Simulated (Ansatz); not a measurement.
Trial structure of SiO2, not yet relaxed:

```
Si O
1.0
    -1.26050    2.22178    1.91880
     1.26050   -2.22178    1.91880
     1.26050    2.22178   -1.91880
Si O
1 2
Cartesian
  1.2605 0.0000 1.4031
  0.0000 3.3550 0.8593
  0.0000 1.0885 0.8593
```

All numbers below come from DFT PBE, scalar-relativistic, plane waves, PAW in Ansatz 0.2.0. Settings: cutoff 420 eV, Γ-centred mesh 8×8×8 on the computed 3-atom cell, Gaussian smearing of 0.10 eV; no spin polarisation.

Energies over the elements count from the elements' standard structures at the same level (O₂ as a molecule), with no fitted energy shifts.

**Question.** How far from equilibrium is it?

**Answer.** The pressure is 53.5 GPa (the mean over three directions, positive in compression), the largest force is 0.76 eV/Å, and the energy is −1.64 eV/atom against the elements. The shortest distance is 1.75 Å.

**Question.** How much does it gain on relaxing, and where does it end?

**Answer.** Relaxing gains about 0.34 eV/atom in 32 ionic steps and ends at −1.980 eV/atom on the finer mesh. The symmetry goes from Imm2 (No. 44) to Immm (No. 71). The volume per atom grows by 60.7 %, from 7.2 to 11.5 Å³. The shortest distance goes from 1.75 Å (Si–O) to 1.70 Å (Si–O). Conventional cell: a = 2.524 Å, b = 5.160 Å, c = 5.302 Å. Around Si lie 4 O at 1.70 Å and 2 Si at 2.52 Å; O is surrounded by 2 Si at 1.70 Å.

The last run used a 10×10×10 mesh for its 3-atom cell and Gaussian smearing of 0.02 eV. Weakly bound directions are ill-defined at this level, which has no dispersion term. The relaxation can't lower the symmetry of the start. A structure relaxed within its symmetry needn't be a true minimum. Another cell of SiO2 relaxed alike, in P6_422, lies 0.79 eV/atom lower, so this cell isn't the stable form at this level.
